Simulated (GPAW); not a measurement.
# TiPt3 (Pm-3m) in GPAW: settings compared

The runs below take TiPt3 through relaxation of cell and atoms, with PBEsol, PBEsol+D3, PBEsol+D3(BJ), PBEsol+D3(BJ)+ATM, PBEsol+D4.

All numbers are computed with GPAW 26.7.0; they aren't measurements. Logs are shortened: lines on timing, memory, paths and dates and some standing lists are left out, and cuts for length are marked. The log counts tension as positive stress, the text compression.

**1. The structure**

The structure is cubic, space group Pm-3m (No. 221). Conventional cell: a = 3.897 Å, b = 3.897 Å, c = 3.897 Å, α = 90.00°, β = 90.00°, γ = 90.00°. Pt (site symmetry 4/mmm) is surrounded by 8 Pt at 2.76 Å and 4 Ti at 2.76 Å. Ti (site symmetry m-3m) is surrounded by 12 Pt at 2.76 Å.

**2. Relaxation of cell and atoms, PBEsol**

Contents of run.py:

```python
from ase import Atoms
from ase.filters import FrechetCellFilter
from ase.io import write
from ase.optimize import BFGS
from gpaw import GPAW, PW, setup_paths

setup_paths.insert(0, '.')

atoms = Atoms(['Pt', 'Pt', 'Pt', 'Ti'],
              cell=[[3.897, 0.0, 0.0],
                    [0.0, 3.897, 0.0],
                    [0.0, 0.0, 3.897]],
              scaled_positions=[[0.5, 0.5, 0.0],
                                [0.5, 0.0, 0.5],
                                [0.0, 0.5, 0.5],
                                [0.0, 0.0, 0.0]],
              pbc=True)

calc = GPAW(mode=PW(600),
            xc='PBEsol',
            kpts={'size': (7, 7, 7), 'gamma': True},
            occupations={'name': 'fermi-dirac', 'width': 0.05},
            nbands=52,
            convergence={'density': 1e-05, 'forces': 0.0001},
            maxiter=150,
            txt='gpaw.txt')
atoms.calc = calc
opt = BFGS(FrechetCellFilter(atoms), trajectory='relax.traj', logfile='-')
done = opt.run(fmax=0.02, steps=60)
calc.write('gs.gpw')
write('result.traj', atoms)
print('Converged:', done)
print('Cell:', atoms.cell.cellpar().round(4))
print('Volume:', round(atoms.get_volume(), 4))
print(atoms.get_scaled_positions().round(5))
```

Potentials or basis: PAW data sets generated in the run's folder for this functional, pw.

Launch:

```bash
$ gpaw-setup -f PBEsol Pt Ti
$ OMP_NUM_THREADS=1 python run.py
```

gpaw.txt:

```text
__  _  _
 | _ |_)|_||  |
 |__||  | ||/\| - 26.7.0

Input parameters:
  mode=PW(ecut=600.0),
  convergence={'density': 1e-05, 'forces': 0.0001},
  kpts=MonkhorstPack(size=(7, 7, 7), gamma=True),
  maxiter=150,
  nbands=52,
  occupations=Occupations(name='fermi-dirac', width=0.05),
  xc=XC(name='PBEsol')

Diagonalizing LCAO Hamiltonian
Converting LCAO to pw mode
   .---------.
  /|         |
 * |         |
 |Pt         |
 | |         |
 | .--Pt-----.
 |/    Pt   /
 Ti--------*

Atoms  # Å, Bohr magnetons
|   | symbol |        x |        y |        z |    initial magnetic moments |
|---|--------|----------|----------|----------|-----------------------------|
| 0 |     Pt | 1.948500 | 1.948500 | 0.000000 | ( 0.0000,  0.0000,  0.0000) |
| 1 |     Pt | 1.948500 | 0.000000 | 1.948500 | ( 0.0000,  0.0000,  0.0000) |
| 2 |     Pt | 0.000000 | 1.948500 | 1.948500 | ( 0.0000,  0.0000,  0.0000) |
| 3 |     Ti | 0.000000 | 0.000000 | 0.000000 | ( 0.0000,  0.0000,  0.0000) |

Unit cell  # Å
| periodic |        x |        y |        z |  lengths |    angles |
|----------|----------|----------|----------|----------|-----------|
|      yes | 3.897000 | 0.000000 | 0.000000 | 3.897000 | 90.000000 |
|      yes | 0.000000 | 3.897000 | 0.000000 | 3.897000 | 90.000000 |
|      yes | 0.000000 | 0.000000 | 3.897000 | 3.897000 | 90.000000 |

Number of symmetries: 48
Symmetry operations  # r_c * U_cc + t_c -> r_c
|    | kind |            matrix            |
|----|------|------------------------------|
|  0 |  E   |  1, 0, 0,  0, 1, 0,  0, 0, 1 |
|  1 |  σ   |  1, 0, 0,  0, 1, 0,  0, 0,-1 |
|  2 |  σ   |  1, 0, 0,  0, 0, 1,  0, 1, 0 |
|  3 |  C4  |  1, 0, 0,  0, 0, 1,  0,-1, 0 |
|  4 |  C4  |  1, 0, 0,  0, 0,-1,  0, 1, 0 |
|  5 |  σ   |  1, 0, 0,  0, 0,-1,  0,-1, 0 |
|  6 |  σ   |  1, 0, 0,  0,-1, 0,  0, 0, 1 |
|  7 |  C2  |  1, 0, 0,  0,-1, 0,  0, 0,-1 |
|  8 |  σ   |  0, 1, 0,  1, 0, 0,  0, 0, 1 |
|  9 |  C2  |  0, 1, 0,  1, 0, 0,  0, 0,-1 |
| 10 |  C3  |  0, 1, 0,  0, 0, 1,  1, 0, 0 |
| 11 |  S6  |  0, 1, 0,  0, 0, 1, -1, 0, 0 |
| 12 |  S6  |  0, 1, 0,  0, 0,-1,  1, 0, 0 |
| 13 |  C3  |  0, 1, 0,  0, 0,-1, -1, 0, 0 |
| 14 |  C4  |  0, 1, 0, -1, 0, 0,  0, 0, 1 |
| 15 |  S4  |  0, 1, 0, -1, 0, 0,  0, 0,-1 |
| 16 |  C3  |  0, 0, 1,  1, 0, 0,  0, 1, 0 |
| 17 |  S6  |  0, 0, 1,  1, 0, 0,  0,-1, 0 |
| 18 |  σ   |  0, 0, 1,  0, 1, 0,  1, 0, 0 |
| 19 |  C4  |  0, 0, 1,  0, 1, 0, -1, 0, 0 |
| 20 |  C2  |  0, 0, 1,  0,-1, 0,  1, 0, 0 |
| 21 |  S4  |  0, 0, 1,  0,-1, 0, -1, 0, 0 |
[... 201 lines left out ...]
|         18 |         5.694 |     2.000 |
|         19 |         5.694 |     2.000 |
|         20 |         8.799 |     2.000 |
|         21 |         8.799 |     2.000 |
|         22 |         8.799 |     2.000 |
|         23 |        10.732 |     2.000 |
[... 8 lines left out ...]
|         32 |        14.007 |     0.000 |
|         33 |        14.007 |     0.000 |
|        ... |               |           |
|         51 |        32.325 |     0.000 |

No gap
No difference between direct/indirect transitions

Stress tensor  # eV/Ang^3
|         x |         y |         z |
|-----------|-----------|-----------|
| -0.002415 |  0.000000 |  0.000000 |
|  0.000000 | -0.002415 |  0.000000 |
|  0.000000 |  0.000000 | -0.002415 |

Forces  # eV/Ang
|        x |        y |        z |
|----------|----------|----------|
| -0.00000 | -0.00000 |  0.00000 |  # Pt   0
| -0.00000 |  0.00000 | -0.00000 |  # Pt   1
|  0.00000 | -0.00000 | -0.00000 |  # Pt   2
| -0.00000 |  0.00000 |  0.00000 |  # Ti   3

Interpolating wave functions to new cell
   .---------.
  /|         |
 * |         |
 |Pt         |
 | |  Pt     |
 | .---------.
 |/    Pt   /
 Ti--------*

Atoms  # Å, Bohr magnetons
|   | symbol |         x |        y |        z |    initial magnetic moments |
|---|--------|-----------|----------|----------|-----------------------------|
| 0 |     Pt |  1.948749 | 1.948749 | 0.000000 | ( 0.0000,  0.0000,  0.0000) |
| 1 |     Pt |  1.948749 | 0.000000 | 1.948749 | ( 0.0000,  0.0000,  0.0000) |
| 2 |     Pt |  0.000000 | 1.948749 | 1.948749 | ( 0.0000,  0.0000,  0.0000) |
| 3 |     Ti | -0.000000 | 0.000000 | 0.000000 | ( 0.0000,  0.0000,  0.0000) |

Unit cell  # Å
| periodic |        x |        y |        z |  lengths |    angles |
|----------|----------|----------|----------|----------|-----------|
|      yes | 3.897497 | 0.000000 | 0.000000 | 3.897497 | 90.000000 |
|      yes | 0.000000 | 3.897497 | 0.000000 | 3.897497 | 90.000000 |
|      yes | 0.000000 | 0.000000 | 3.897497 | 3.897497 | 90.000000 |

Number of symmetries: 48
Symmetry operations  # r_c * U_cc + t_c -> r_c
|    | kind |            matrix            |
|----|------|------------------------------|
|  0 |  E   |  1, 0, 0,  0, 1, 0,  0, 0, 1 |
|  1 |  σ   |  1, 0, 0,  0, 1, 0,  0, 0,-1 |
|  2 |  σ   |  1, 0, 0,  0, 0, 1,  0, 1, 0 |
|  3 |  C4  |  1, 0, 0,  0, 0, 1,  0,-1, 0 |
|  4 |  C4  |  1, 0, 0,  0, 0,-1,  0, 1, 0 |
|  5 |  σ   |  1, 0, 0,  0, 0,-1,  0,-1, 0 |
|  6 |  σ   |  1, 0, 0,  0,-1, 0,  0, 0, 1 |
|  7 |  C2  |  1, 0, 0,  0,-1, 0,  0, 0,-1 |
|  8 |  σ   |  0, 1, 0,  1, 0, 0,  0, 0, 1 |
|  9 |  C2  |  0, 1, 0,  1, 0, 0,  0, 0,-1 |
| 10 |  C3  |  0, 1, 0,  0, 0, 1,  1, 0, 0 |
| 11 |  S6  |  0, 1, 0,  0, 0, 1, -1, 0, 0 |
| 12 |  S6  |  0, 1, 0,  0, 0,-1,  1, 0, 0 |
| 13 |  C3  |  0, 1, 0,  0, 0,-1, -1, 0, 0 |
| 14 |  C4  |  0, 1, 0, -1, 0, 0,  0, 0, 1 |
| 15 |  S4  |  0, 1, 0, -1, 0, 0,  0, 0,-1 |
| 16 |  C3  |  0, 0, 1,  1, 0, 0,  0, 1, 0 |
| 17 |  S6  |  0, 0, 1,  1, 0, 0,  0,-1, 0 |
| 18 |  σ   |  0, 0, 1,  0, 1, 0,  1, 0, 0 |
| 19 |  C4  |  0, 0, 1,  0, 1, 0, -1, 0, 0 |
| 20 |  C2  |  0, 0, 1,  0,-1, 0,  1, 0, 0 |
| 21 |  S4  |  0, 0, 1,  0,-1, 0, -1, 0, 0 |
[... 197 lines left out ...]
|         18 |         5.691 |     2.000 |
|         19 |         5.691 |     2.000 |
|         20 |         8.794 |     2.000 |
|         21 |         8.794 |     2.000 |
|         22 |         8.794 |     2.000 |
|         23 |        10.726 |     2.000 |
[... 8 lines left out ...]
|         32 |        14.000 |     0.000 |
|         33 |        14.000 |     0.000 |
|        ... |               |           |
|         51 |        32.315 |     0.000 |

No gap
No difference between direct/indirect transitions

Stress tensor  # eV/Ang^3
|         x |         y |         z |
|-----------|-----------|-----------|
| -0.001786 |  0.000000 |  0.000000 |
|  0.000000 | -0.001786 |  0.000000 |
|  0.000000 |  0.000000 | -0.001786 |

Forces  # eV/Ang
|        x |        y |       z |
|----------|----------|---------|
|  0.00000 |  0.00000 | 0.00000 |  # Pt   0
|  0.00000 |  0.00000 | 0.00000 |  # Pt   1
| -0.00000 |  0.00000 | 0.00000 |  # Pt   2
| -0.00000 | -0.00000 | 0.00000 |  # Ti   3

Interpolating wave functions to new cell

         Pt
            Pt
              Pt
       Ti

Atoms  # Å, Bohr magnetons
|   | symbol |         x |         y |         z |    initial magnetic moments |
|---|--------|-----------|-----------|-----------|-----------------------------|
| 0 |     Pt |  1.949457 |  1.949457 |  0.000000 | ( 0.0000,  0.0000,  0.0000) |
| 1 |     Pt |  1.949457 | -0.000000 |  1.949457 | ( 0.0000,  0.0000,  0.0000) |
| 2 |     Pt | -0.000000 |  1.949457 |  1.949457 | ( 0.0000,  0.0000,  0.0000) |
| 3 |     Ti |  0.000000 |  0.000000 | -0.000000 | ( 0.0000,  0.0000,  0.0000) |

Unit cell  # Å
| periodic |         x |         y |        z |  lengths |    angles |
|----------|-----------|-----------|----------|----------|-----------|
|      yes |  3.898914 | -0.000000 | 0.000000 | 3.898914 | 90.000000 |
|      yes | -0.000000 |  3.898914 | 0.000000 | 3.898914 | 90.000000 |
|      yes |  0.000000 | -0.000000 | 3.898914 | 3.898914 | 90.000000 |

Number of symmetries: 48
Symmetry operations  # r_c * U_cc + t_c -> r_c
|    | kind |            matrix            |
|----|------|------------------------------|
|  0 |  E   |  1, 0, 0,  0, 1, 0,  0, 0, 1 |
|  1 |  σ   |  1, 0, 0,  0, 1, 0,  0, 0,-1 |
|  2 |  σ   |  1, 0, 0,  0, 0, 1,  0, 1, 0 |
|  3 |  C4  |  1, 0, 0,  0, 0, 1,  0,-1, 0 |
|  4 |  C4  |  1, 0, 0,  0, 0,-1,  0, 1, 0 |
|  5 |  σ   |  1, 0, 0,  0, 0,-1,  0,-1, 0 |
|  6 |  σ   |  1, 0, 0,  0,-1, 0,  0, 0, 1 |
|  7 |  C2  |  1, 0, 0,  0,-1, 0,  0, 0,-1 |
|  8 |  σ   |  0, 1, 0,  1, 0, 0,  0, 0, 1 |
|  9 |  C2  |  0, 1, 0,  1, 0, 0,  0, 0,-1 |
| 10 |  C3  |  0, 1, 0,  0, 0, 1,  1, 0, 0 |
| 11 |  S6  |  0, 1, 0,  0, 0, 1, -1, 0, 0 |
| 12 |  S6  |  0, 1, 0,  0, 0,-1,  1, 0, 0 |
| 13 |  C3  |  0, 1, 0,  0, 0,-1, -1, 0, 0 |
| 14 |  C4  |  0, 1, 0, -1, 0, 0,  0, 0, 1 |
| 15 |  S4  |  0, 1, 0, -1, 0, 0,  0, 0,-1 |
| 16 |  C3  |  0, 0, 1,  1, 0, 0,  0, 1, 0 |
| 17 |  S6  |  0, 0, 1,  1, 0, 0,  0,-1, 0 |
| 18 |  σ   |  0, 0, 1,  0, 1, 0,  1, 0, 0 |
| 19 |  C4  |  0, 0, 1,  0, 1, 0, -1, 0, 0 |
| 20 |  C2  |  0, 0, 1,  0,-1, 0,  1, 0, 0 |
| 21 |  S4  |  0, 0, 1,  0,-1, 0, -1, 0, 0 |
[... 197 lines left out ...]
|         21 |         8.779 |     2.000 |
|         22 |         8.779 |     2.000 |
|         23 |        10.708 |     2.000 |
|         24 |        10.708 |     2.000 |
|         25 |        11.842 |     2.000 |
|         26 |        12.415 |     1.002 |
[... 8 lines left out ...]
|         35 |        14.461 |     0.000 |
|         36 |        14.461 |     0.000 |
|        ... |               |           |
|         51 |        32.289 |     0.000 |

No gap
No difference between direct/indirect transitions

Stress tensor  # eV/Ang^3
|         x |         y |        z |
|-----------|-----------|----------|
|  0.000010 | -0.000000 | 0.000000 |
| -0.000000 |  0.000010 | 0.000000 |
|  0.000000 |  0.000000 | 0.000010 |

Forces  # eV/Ang
|        x |        y |        z |
|----------|----------|----------|
|  0.00000 |  0.00000 |  0.00000 |  # Pt   0
|  0.00000 |  0.00000 |  0.00000 |  # Pt   1
|  0.00000 |  0.00000 |  0.00000 |  # Pt   2
| -0.00000 | -0.00000 | -0.00000 |  # Ti   3

# Writing to gs.gpw (mode='')
```

Wall time 2.2 min (1 thread of AMD EPYC 7R43 (Zen 3), shared host); peak memory 0.24 GiB.

What came out:

- Free energy: -32.5417 eV
- Relaxed volume: 14.82 Å³/atom
- Relaxed cell: a = 3.899 Å, b = 3.899 Å, c = 3.899 Å, α = 90.00°, β = 90.00°, γ = 90.00°
- Space group after relaxing (to 0.05 Å): Pm-3m (No. 221)
- Energy gained by relaxing: 0.1 meV/atom
- Ionic steps: 3
- Pressure after relaxing: 0.0 GPa
- Band gap on the k mesh: none (metal or under the smearing width)

The path:
```
step  energy change (eV)  largest force (eV/Å)  pressure (GPa)  volume (Å³)
   1              0.0000                0.0000            0.39        59.18
   2             -0.0002                0.0000            0.29        59.20
   3             -0.0003                0.0000            0.00        59.27
```

Final structure:
```
CELL_PARAMETERS angstrom
3.89891 0.00000 0.00000
0.00000 3.89891 0.00000
0.00000 0.00000 3.89891
ATOMIC_POSITIONS crystal
Pt 0.50000 0.50000 0.00000
Pt 0.50000 0.00000 0.50000
Pt 0.00000 0.50000 0.50000
Ti 0.00000 0.00000 0.00000
```

Levels at points of the mesh, in eV from the Fermi level:
| k point | band 26 | band 27 | band 28 | band 29 | band 30 | band 31 | band 32 | band 33 | band 34 | band 35 |
| --- | --- | --- | --- | --- | --- | --- | --- | --- | --- | --- |
| (0.00, 0.00, 0.00) | -0.57 | 0.00 | 0.00 | 0.00 | 1.39 | 1.39 | 1.56 | 1.56 | 1.56 | 2.05 |

Caveat: later steps reuse the first step's grids. Spin-orbit coupling is left out, which matters for the levels of Pt.

[end of part 1 of 3]
